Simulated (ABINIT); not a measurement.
Runs of ABINIT 10.8.3 (patched build) on HfO2. Symmetry: Fm-3m, No. 225, cubic system. The conventional cell has a = 5.115 Å, b = 5.115 Å, c = 5.115 Å, α = 90.00°, β = 90.00°, γ = 90.00°. Around Hf (site symmetry m-3m) lie 8 O at 2.21 Å. O (site symmetry -43m) has 4 Hf at 2.21 Å as nearest neighbours. Measurements of this composition are mostly on another form, of space group No. 14.

```tsv
task	level	potentials or basis	cell	k mesh	cutoff (eV)	smearing	fine-grid cutoff	stop of the response cycle (tolvrs)	acoustic sum rule (asr)	cell freedom (optcell)	optimiser (ionmov)	gap on the mesh (eV)	pressure (GPa)	relaxed volume (Å³/atom)
single point	LDA	JTH PAW LDA v2.0	as given	7 × 7 × 7	517	fermi-dirac 0.05 eV	1034.03 eV	-	-	-	-	3.71	-20.3	-
phonons	LDA	JTH PAW LDA v2.0	as given	4 × 4 × 4, with 4 shifts	517	fixed	1034.03 eV	1e-08	2	-	-	-	-20.3	-
single point	PBE	SG15 NC PBE v1.2	as given	7 × 7 × 7	1088	fermi-dirac 0.05 eV	-	-	-	-	-	3.85	-3.6	-
relaxation of cell and atoms	PBE	SG15 NC PBE v1.2	relaxed	7 × 7 × 7	1143	fermi-dirac 0.05 eV	-	-	-	2	2	3.88	0.0	(a)
relaxation of cell and atoms	LDA	PseudoDojo NC SR LDA v0.4.1 standard	relaxed	7 × 7 × 7	1143	fermi-dirac 0.05 eV	-	-	-	2	2	(b)	0.0	10.18
```

Alike in all rows: no spin polarisation.

Q: Fill in the values left out.

A: (a) 11.01; (b) 4.00.

Caveats: spin-orbit coupling is left out, which moves the levels of the heavy elements (some runs); an odd mesh through Γ misses points on the zone boundary, where band edges often lie (some runs); so large a pressure means that the cell lies far from this level's equilibrium, or that cutoff or potentials fall short (some runs); the cell is more than 3 GPa from zero pressure, which shifts response properties (some runs).

A k mesh can miss the band edges, and the runs leave out spin-orbit coupling on Hf.

Not every run made on this cell is shown here.
